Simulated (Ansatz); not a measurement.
# Os: the cost of one run

Computed with Ansatz 0.2.0 (DFT PBE, scalar-relativistic, plane waves, PAW, unless a step's input says otherwise).

### Step 1. The structure to begin with

It takes space group P6_3/mmc (No. 194, hexagonal). Conventional cell: a = 2.734 Å, b = 2.734 Å, c = 4.320 Å, α = 90.00°, β = 90.00°, γ = 120.00°. Around Os (site symmetry -6m2) lie 12 Os at 2.68 to 2.73 Å.

Coordinates:

```xyz
2
Lattice="2.7341 0.0000 0.0000 -1.3670 2.3678 0.0000 0.0000 0.0000 4.3197" Properties=species:S:1:pos:R:3 pbc="T T T"
Os    0.0000    1.5785    1.0799
Os    1.3670    0.7893    3.2398
```

No relaxation comes first: the listed cell is the starting point.

### Step 2. The reference cell

Reference values: F = -22769.0862 eV; pressure 8.71 GPa; largest force 0.000 eV/Å; gap on the mesh none (metal). It was computed beforehand with the settings of the runs below.

### Step 3. Next: one atom moved over a plane

Atom 1 (Os) is moved by p along (1.000, 0.000, 0.000) and q along (0.000, 0.000, 1.000) (Å), all else fixed; its images in the other cells move with it. Points alike by symmetry are run once.

### Step 4. At p = -0.200, q = -0.200

Input file input.yaml:

```yaml
crystal:
  lattice:
    - [2.7340999755, 0.0, 0.0]
    - [-1.3670499878, 2.3678000353, 0.0]
    - [0.0, 0.0, 4.3197]
  atoms:
    - { symbol: Os, position: [0.2601831187, 0.6666666667, 0.2037004885] }
    - { symbol: Os, position: [0.6666666667, 0.3333333333, 0.75] }
basis:
  ecutwfc: 420
kpoints:
  mp_grid: { grid: [18, 18, 12] }
hamiltonian:
  xc: pbe
scf:
  occupations: { method: gaussian, width: 0.15 }
output:
  forces: true
  stress: true
  eigenvalues: true
```

Started as:

```console
ansatz run input.yaml --threads 1 --pin off --max-ram 2560MiB --backend cpu --events-out ev --progress --plain --runs-dir out
```

Q: Estimate wall time and peak memory on 1 thread of Arm Neoverse V1, shared host.

About 52 s, with a peak of 1 GiB.
